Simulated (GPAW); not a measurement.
# MoS2 (P6_3/mmc) in GPAW: further runs

The runs below take MoS2 through band structure, with PBE, WC.

All numbers are computed with GPAW 26.7.0; they aren't measurements. Logs are shortened: lines on timing, memory, paths and dates and some standing lists are left out, and cuts for length are marked. The log counts tension as positive stress, the text compression.

**The experiment to reproduce.**

From “Multiwavelength excitation Raman Scattering Analysis of bulk and 2 dimensional MoS2: Vibrational properties of atomically thin MoS2 layers”, 2015, arxiv:1506.03228, for a bulk crystal of MoS2 at 300 K: band gap 1.3 eV (indirect).

The runs below are set against these values where they give the same quantity.

## 1. Starting point

It takes space group P6_3/mmc (No. 194, hexagonal). Conventional cell: a = 3.169 Å, b = 3.169 Å, c = 12.324 Å, α = 90.00°, β = 90.00°, γ = 120.00°. Mo (site symmetry -6m2) is surrounded by 6 S at 2.41 Å. S (site symmetry 3m) is surrounded by 3 Mo at 2.41 Å.

## 2. Band structure, PBE, spin-orbit coupling, no magnetisation

Input file run.py:

```python
import numpy as np
from ase.dft.bandgap import bandgap
from ase.io import read, write
from ase.units import GPa
from gpaw import GPAW, PW
from gpaw.spinorbit import soc_eigenstates

atoms = read('MoS2.xyz')

calc = GPAW(mode=PW(600),
            xc='PBE',
            kpts={'size': (6, 6, 2), 'gamma': True},
            occupations={'name': 'fermi-dirac', 'width': 0.05},
            nbands=46,
            convergence={'density': 1e-05, 'energy': 1e-05},
            maxiter=150,
            txt='gpaw.txt')
atoms.calc = calc
energy = atoms.get_potential_energy()
forces = atoms.get_forces()
stress = atoms.get_stress()
calc.write('gs.gpw')
write('result.traj', atoms)
print(f'Energy: {energy:.6f} eV')
print('Forces (eV/A):')
print(forces.round(4))
print('Stress (GPa):', (stress / GPa).round(3))
print('Fermi level:', round(calc.get_fermi_level(), 4), 'eV')
print(f'Gap: {bandgap(calc)[0]:.4f} eV, direct: {bandgap(calc, direct=True)[0]:.4f} eV')

path = atoms.cell.bandpath('GMKGALHA,LM,KH', npoints=60, eps=1e-4)
bs_calc = calc.fixed_density(kpts=path, symmetry='off', nbands=69,
                             convergence={'bands': 'CBM+6.0', 'eigenstates': 1e-6}, txt='bands.txt')
bs = bs_calc.band_structure()
bs.write('bs.json')
print(f'Gap on the path: {bandgap(bs_calc)[0]:.4f} eV')

soc = soc_eigenstates(bs_calc, theta=90, phi=0)
np.savetxt('soc_bands.dat', soc.eigenvalues(), fmt='%.4f')
mesh = soc_eigenstates('gs.gpw', theta=90, phi=0)
np.savetxt('soc_mesh.dat', mesh.eigenvalues(), fmt='%.4f')
print('Fermi level with spin-orbit coupling:', round(mesh.fermi_level, 4), 'eV')
```

Input file MoS2.xyz:

```xyz
6
Lattice="3.1690000000 0.0000000000 0.0000000000 -1.5845000000 2.7444345046 0.0000000000 0.0000000000 0.0000000000 12.3240000000" Properties=species:S:1:pos:R:3 pbc="T T T"
Mo     1.5845000002      0.9148115014      9.2430000000
Mo    -0.0000000002      1.8296230032      3.0810000000
S      1.5845000002      0.9148115014      4.6461480000
S     -0.0000000002      1.8296230032     10.8081480000
S      1.5845000002      0.9148115014      1.5158520000
S     -0.0000000002      1.8296230032      7.6778520000
```

Potentials or basis: GPAW PAW data sets (gpaw-data 1.2.1), pw.

Launch:

```sh
$ OMP_NUM_THREADS=1 python run.py
```

gpaw.txt:

```text
__  _  _
 | _ |_)|_||  |
 |__||  | ||/\| - 26.7.0

Input parameters:
  mode=PW(ecut=600.0),
  convergence={'density': 1e-05, 'energy': 1e-05},
  kpts=MonkhorstPack(size=(6, 6, 2), gamma=True),
  maxiter=150,
  nbands=46,
  occupations=Occupations(name='fermi-dirac', width=0.05),
  xc=XC(name='PBE')

Diagonalizing LCAO Hamiltonian
Converting LCAO to pw mode

        S

           Mo
        S

           S
        Mo

           S

Atoms  # Å, Bohr magnetons
|   | symbol |         x |        y |         z |    initial magnetic moments |
|---|--------|-----------|----------|-----------|-----------------------------|
| 0 |     Mo |  1.584500 | 0.914812 |  9.243000 | ( 0.0000,  0.0000,  0.0000) |
| 1 |     Mo | -0.000000 | 1.829623 |  3.081000 | ( 0.0000,  0.0000,  0.0000) |
| 2 |      S |  1.584500 | 0.914812 |  4.646148 | ( 0.0000,  0.0000,  0.0000) |
| 3 |      S | -0.000000 | 1.829623 | 10.808148 | ( 0.0000,  0.0000,  0.0000) |
| 4 |      S |  1.584500 | 0.914812 |  1.515852 | ( 0.0000,  0.0000,  0.0000) |
| 5 |      S | -0.000000 | 1.829623 |  7.677852 | ( 0.0000,  0.0000,  0.0000) |

Unit cell  # Å
| periodic |         x |        y |         z |   lengths |     angles |
|----------|-----------|----------|-----------|-----------|------------|
|      yes |  3.169000 | 0.000000 |  0.000000 |  3.169000 |  90.000000 |
|      yes | -1.584500 | 2.744435 |  0.000000 |  3.169000 |  90.000000 |
|      yes |  0.000000 | 0.000000 | 12.324000 | 12.324000 | 120.000000 |

Number of symmetries: 12
Symmetry operations  # r_c * U_cc + t_c -> r_c
|    | kind |            matrix            |
|----|------|------------------------------|
|  0 |  σ   |  1, 1, 0,  0,-1, 0,  0, 0, 1 |
|  1 |  S6  |  1, 1, 0, -1, 0, 0,  0, 0,-1 |
|  2 |  E   |  1, 0, 0,  0, 1, 0,  0, 0, 1 |
|  3 |  C2  |  1, 0, 0, -1,-1, 0,  0, 0,-1 |
|  4 |  C2  |  0, 1, 0,  1, 0, 0,  0, 0,-1 |
|  5 |  C3  |  0, 1, 0, -1,-1, 0,  0, 0, 1 |
|  6 |  S6  |  0,-1, 0,  1, 1, 0,  0, 0,-1 |
|  7 |  σ   |  0,-1, 0, -1, 0, 0,  0, 0, 1 |
|  8 |  σ   | -1, 0, 0,  1, 1, 0,  0, 0, 1 |
|  9 |  i   | -1, 0, 0,  0,-1, 0,  0, 0,-1 |
| 10 |  C3  | -1,-1, 0,  1, 0, 0,  0, 0, 1 |
| 11 |  C2  | -1,-1, 0,  0, 1, 0,  0, 0,-1 |

BZ-sampling:
  Number of BZ points: 72
  Number of IBZ points: 14

  Monkhorst-Pack size: [6, 6, 2]
  Monkhorst-Pack shift: [0.08333333333333333, 0.08333333333333333, 0.25]

K-points  # in reciprocal-cell coordinates
|     |                                coordinates |     weight |
|-----|--------------------------------------------|------------|
|   0 | (  0.00000000,   0.00000000,   0.00000000) | 0.01388889 |
|   1 | (  0.00000000,   0.00000000,   0.50000000) | 0.01388889 |
|   2 | (  0.16666667,   0.00000000,   0.00000000) | 0.08333333 |
|   3 | (  0.16666667,   0.00000000,   0.50000000) | 0.08333333 |
|   4 | (  0.33333333,  -0.16666667,   0.00000000) | 0.08333333 |
|   5 | (  0.33333333,  -0.16666667,   0.50000000) | 0.08333333 |
|   6 | (  0.33333333,   0.00000000,   0.00000000) | 0.08333333 |
|   7 | (  0.33333333,   0.00000000,   0.50000000) | 0.08333333 |
|   8 | (  0.33333333,   0.33333333,   0.00000000) | 0.02777778 |
|   9 | (  0.33333333,   0.33333333,   0.50000000) | 0.02777778 |
| ... |                                            |            |
|  13 | (  0.50000000,   0.50000000,   0.50000000) | 0.04166667 |

Plane wave coefficients: 3614
Cutoff: 600.0 eV

Spin-components: 1 (collinear spins)
Bands:           46
Projectors:      32
Spin-degeneracy: 2
Datatype:        complex128

Parallelization:
  kpt:    1
  domain: 1
  band:   1

Density:
  Valence electrons: 52.0
  Components: 1
  Grid points: [18 18 70]
  Charge: 0.0  # |e|

Potential:
  Grid points: [18 18 70]

species:
  Mo:
    name:    Molybdenum
    Z:       42.0
    valence: 14
    core:    28
    charge:  0.0  # [|e|]
    compensation charges:
      type: gauss
      rc: 0.38  # [Å]
      lmax: 2
    cutoffs:
      filter: 2.16  # [Å]
      core: 1.42  # [Å]
    projectors
    | kind |    occ | energy [eV] | rcut [Å] |
    |------|--------|-------------|----------|
    |   4s |  2.000 |     -64.307 |    1.238 |
    |   5s |  1.000 |      -4.084 |    1.238 |
    |   4p |  6.000 |     -38.491 |    1.296 |
    |   5p |  0.000 |      -1.044 |    1.296 |
    |   4d |  5.000 |      -3.754 |    1.296 |
    |    d |        |      23.458 |    1.296 |

    Using partial waves for Mo as LCAO basis

  S:
    name:    Sulfur
    Z:       16.0
    valence: 6
    core:    10
    charge:  0.0  # [|e|]
    compensation charges:
      type: gauss
      rc: 0.24  # [Å]
      lmax: 2
    cutoffs:
      filter: 1.77  # [Å]
      core: 1.66  # [Å]
    projectors
    | kind |    occ | energy [eV] | rcut [Å] |
    |------|--------|-------------|----------|
    |   3s |  2.000 |     -17.254 |    0.974 |
    |   3p |  4.000 |      -7.008 |    0.979 |
    |    s |        |       9.957 |    0.974 |
    |    p |        |      20.203 |    0.979 |
    |    d |        |       0.000 |    0.900 |

    Using partial waves for S as LCAO basis

Reference energy: -263698.624853  # eV

eigensolver:
  PPCG
  Converge bands: occupied
  niter=2

density mixing:
  MSR1-Mixer
  Pratt-step length: 0.05
  Maximum mixing coefficient: 0.75
  Old densities: 10
  SVD Regularization: 0.005
  Good broyden scale: 1.0
  Trust region scale: 1.0
  Backstep threshold: 4.0
  History deletion threshold: 6.0
  Fourier metric: weight=20.0, sigma=0.015

occupation numbers:
  Fermi-Dirac:
    width: 0.0500  # eV

poisson solver:
  ecut: 4800.0  # eV

xc functional:
  name: PBE with 2 nearest neighbor stencil

convergence criteria:
[... 6 lines left out ...]
|iter     | |      energy | eigst |  dens |
|---------|-|-------------|-------|-------|
|iter:   1| |  -47.171545 | +0.57 |       |
|iter:   2| |  -46.323984 | -1.13 | -0.98 |
|iter:   3| |  -44.280008 | -1.13 | -1.05 |
|iter:   4| |  -44.164012 | -1.95 | -1.45 |
|iter:   5| |  -44.183741 | -2.52 | -1.77 |
|iter:   6| |  -44.195174 | -2.91 | -1.97 |
|iter:   7| |  -44.154447 | -3.12 | -2.03 |
|iter:   8| |  -44.154467 | -4.88 | -3.10 |
|iter:   9| |  -44.154477c| -5.92 | -3.51 |
|iter:  10| |  -44.154477c| -7.26 | -4.34 |
|iter:  11| |  -44.154477c| -7.73c| -4.79 |
|iter:  12| |  -44.154477c| -8.20c| -5.39c|

Converged in 12 steps
Energy contributions relative to reference atoms: (reference = -263698.624853)

Energy contributions:
  Kinetic:          -1.002725
  Coulomb:         -11.364303
  Zero:             -0.165613
  External:          0.000000
  Xc:              -31.621831
  Entropy:          -0.000010
  Spinorbit:         0.000000
  ----------------------------
  Free energy:     -44.154482
  Extrapolated:    -44.154477

dipole moment: (0.000001, 0.000002, 0.000007)  # |e|*Ang

Fermi level: 8.563
Eigenvalues  # (at kpt = [0.000, 0.000, 0.000])
| band index |      eig [eV] | occ [0-2] |
|------------|---------------|-----------|
|          0 |       -53.401 |     2.000 |
|        ... |               |           |
|         18 |         4.939 |     2.000 |
|         19 |         6.019 |     2.000 |
|         20 |         6.019 |     2.000 |
|         21 |         6.065 |     2.000 |
|         22 |         6.065 |     2.000 |
|         23 |         6.993 |     2.000 |
[... 8 lines left out ...]
|         32 |        10.601 |     0.000 |
|         33 |        10.601 |     0.000 |
|        ... |               |           |
|         45 |        20.560 |     0.000 |

Gap: 0.882 eV
Transition (v -> c):
  (s=0, k=0, n=25, [0.00, 0.00, 0.00]) -> (s=0, k=4, n=26, [0.33, -0.17, 0.00])
Direct/indirect transitions are different
Direct gap: 1.636 eV
Transition at: (s=0, k=8, n=25, [0.33, 0.33, 0.00])

Forces  # eV/Ang
|        x |        y |        z |
|----------|----------|----------|
|  0.00000 |  0.00000 | -0.00007 |  # Mo   0
| -0.00000 |  0.00000 |  0.00007 |  # Mo   1
|  0.00000 | -0.00000 | -0.05275 |  # S    2
|  0.00000 |  0.00000 | -0.05258 |  # S    3
|  0.00000 | -0.00000 |  0.05258 |  # S    4
|  0.00000 |  0.00000 |  0.05275 |  # S    5

Stress tensor  # eV/Ang^3
|         x |         y |         z |
|-----------|-----------|-----------|
| -0.011135 | -0.000000 |  0.000000 |
| -0.000000 | -0.011135 | -0.000000 |
|  0.000000 | -0.000000 | -0.014052 |

# Writing to gs.gpw (mode='')
```

It took 3.7 min on 1 thread of Arm Neoverse V1, shared host; peak memory 0.62 GiB.

What came out:

```yaml
Free_energy: -44.1545 eV
Pressure: 1.9 GPa
Largest_force: 0.053 eV/Å
Band_gap_on_the_k_mesh: 0.88 eV, indirect (least direct gap 1.60 eV)
Band_gap_along_the_path: 0.87 eV, indirect (least direct gap 1.60 eV)
```

Forces in eV/Å, atoms in the order of the input:
```
Mo   0.000  0.000  0.000
Mo   0.000  0.000  0.000
S    0.000  0.000 -0.053
S    0.000  0.000 -0.053
S    0.000  0.000  0.053
S    0.000  0.000  0.053
```

Levels at the corners of the path, in eV from the valence-band top:
```
point  band 50  band 51  band 52  band 53  band 54  band 55
    Γ    -1.14     0.00     0.00     2.05     2.05     2.08
    M    -1.38    -1.26    -1.26     1.56     1.56     1.61
    K    -0.79    -0.57    -0.57     1.03     1.03     1.03
    Γ    -1.14     0.00     0.00     2.05     2.05     2.08
    A    -0.26    -0.26    -0.26     2.06     2.06     2.06
    L    -1.32    -1.32    -1.32     1.58     1.58     1.58
    H    -0.77    -0.62    -0.62     1.03     1.03     1.03
    A    -0.26    -0.26    -0.26     2.06     2.06     2.06
    L    -1.32    -1.32    -1.32     1.58     1.58     1.58
    M    -1.38    -1.26    -1.26     1.56     1.56     1.61
    K    -0.79    -0.57    -0.57     1.03     1.03     1.03
    H    -0.77    -0.62    -0.62     1.03     1.03     1.03
```

Caveat: the k mesh is coarse; spin-orbit coupling was added after a scalar SCF, so levels and gaps hold it while energy, forces, pressure and moments don't; this program's spin-orbit splittings come out too wide for heavy elements; this functional lacks dispersion, which binds the layers, so the pressure and a relaxed spacing across them are unreliable.

## 3. Band structure, WC, spin-orbit coupling, no magnetisation

run.py, as its differences from that of step 2:

```diff
@@ -4,9 +4,11 @@
 from ase.units import GPa
-from gpaw import GPAW, PW
+from gpaw import GPAW, PW, setup_paths
 from gpaw.spinorbit import soc_eigenstates
 
-atoms = read('MoS2.xyz')
+setup_paths.insert(0, '.')
+
+atoms = read('MoS2.cif')
 
 calc = GPAW(mode=PW(600),
-            xc='PBE',
+            xc='WC',
             kpts={'size': (6, 6, 2), 'gamma': True},
@@ -37,5 +39,5 @@
 
-soc = soc_eigenstates(bs_calc, theta=90, phi=0)
+soc = soc_eigenstates(bs_calc, theta=0, phi=0)
 np.savetxt('soc_bands.dat', soc.eigenvalues(), fmt='%.4f')
-mesh = soc_eigenstates('gs.gpw', theta=90, phi=0)
+mesh = soc_eigenstates('gs.gpw', theta=0, phi=0)
 np.savetxt('soc_mesh.dat', mesh.eigenvalues(), fmt='%.4f')
```

Input file MoS2.cif:

```cif
data_MoS2
_cell_length_a 3.16900000
_cell_length_b 3.16900000
_cell_length_c 12.32400000
_cell_angle_alpha 90.00000000
_cell_angle_beta 90.00000000
_cell_angle_gamma 120.00000000
_space_group_name_H-M_alt 'P1'
_space_group_name_Hall 'P 1'
_space_group_IT_number 1
loop_
_space_group_symop_operation_xyz
'x,y,z'
loop_
_atom_site_label
_atom_site_type_symbol
_atom_site_symmetry_multiplicity
_atom_site_Wyckoff_symbol
_atom_site_fract_x
_atom_site_fract_y
_atom_site_fract_z
_atom_site_occupancy
Mo1 Mo 1 a 0.6666666667 0.3333333333 0.7500000000 1
Mo2 Mo 1 a 0.3333333333 0.6666666667 0.2500000000 1
S1 S 1 a 0.6666666667 0.3333333333 0.3770000000 1
S2 S 1 a 0.3333333333 0.6666666667 0.8770000000 1
S3 S 1 a 0.6666666667 0.3333333333 0.1230000000 1
S4 S 1 a 0.3333333333 0.6666666667 0.6230000000 1
```

Potentials or basis: PAW data sets generated in the run's folder for this functional, pw.

Launch:

```sh
$ gpaw-setup -f WC Mo S
$ OMP_NUM_THREADS=1 python run.py
```

Wall time 2 min (1 thread of AMD EPYC 9B14 (Zen 4), shared host); peak memory 0.62 GiB.

It converged, with:

| Quantity | Value |
| --- | --- |
| Free energy | -47.0084 eV |
| Pressure | -2.4 GPa |
| Largest force | 0.252 eV/Å |
| Band gap on the k mesh | 0.84 eV, indirect (least direct gap 1.60 eV) |
| Band gap along the path | 0.82 eV, indirect (least direct gap 1.60 eV) |

Forces in eV/Å, atoms in the order of the input:
```
Mo   0.000  0.000  0.000
Mo   0.000  0.000  0.000
S    0.000  0.000 -0.252
S    0.000  0.000 -0.252
S    0.000  0.000  0.252
S    0.000  0.000  0.252
```

Stress tensor (GPa, compression positive):
```
-2.65  0.00  0.00
 0.00 -2.65  0.00
 0.00  0.00 -2.03
```

Levels at the corners of the path, in eV from the valence-band top:
| point | band 50 | band 51 | band 52 | band 53 | band 54 | band 55 |
| --- | --- | --- | --- | --- | --- | --- |
| Γ | -1.17 | 0.00 | 0.00 | 2.04 | 2.04 | 2.07 |
| M | -1.40 | -1.28 | -1.28 | 1.56 | 1.56 | 1.60 |
| K | -0.81 | -0.59 | -0.59 | 1.01 | 1.01 | 1.01 |
| Γ | -1.17 | 0.00 | 0.00 | 2.04 | 2.04 | 2.07 |
| A | -0.27 | -0.27 | -0.27 | 2.05 | 2.05 | 2.05 |
| L | -1.33 | -1.33 | -1.33 | 1.58 | 1.58 | 1.58 |
| H | -0.79 | -0.64 | -0.64 | 1.01 | 1.01 | 1.02 |
| A | -0.27 | -0.27 | -0.27 | 2.05 | 2.05 | 2.05 |
| L | -1.33 | -1.33 | -1.33 | 1.58 | 1.58 | 1.58 |
| M | -1.40 | -1.28 | -1.28 | 1.56 | 1.56 | 1.60 |
| K | -0.81 | -0.59 | -0.59 | 1.01 | 1.01 | 1.01 |
| H | -0.79 | -0.64 | -0.64 | 1.01 | 1.01 | 1.02 |

Caveat: the k mesh is coarse; spin-orbit coupling was added after a scalar SCF, so levels and gaps hold it while energy, forces, pressure and moments don't; this program's spin-orbit splittings come out too wide for heavy elements; this functional lacks dispersion, which binds the layers, so the pressure and a relaxed spacing across them are unreliable.

## 4. How close it comes

Step 2. Against the measured gap of MoS2, 1.3 eV (indirect; 300 K; “Multiwavelength excitation Raman Scattering Analysis of bulk and 2 dimensional MoS2: Vibrational properties of atomically thin MoS2 layers”, 2015, arxiv:1506.03228), the calculated 0.87 eV is off by -0.43 eV. The value is that of PBE, without temperature or zero-point motion. Semilocal functionals fall short of measured gaps as a rule.

Step 3. Measured gap of MoS2: 1.3 eV (indirect; 300 K; “Multiwavelength excitation Raman Scattering Analysis of bulk and 2 dimensional MoS2: Vibrational properties of atomically thin MoS2 layers”, 2015, arxiv:1506.03228). This calculation gives 0.82 eV (-0.48 eV). The value is that of WC, without temperature or zero-point motion. Semilocal functionals fall short of measured gaps as a rule.
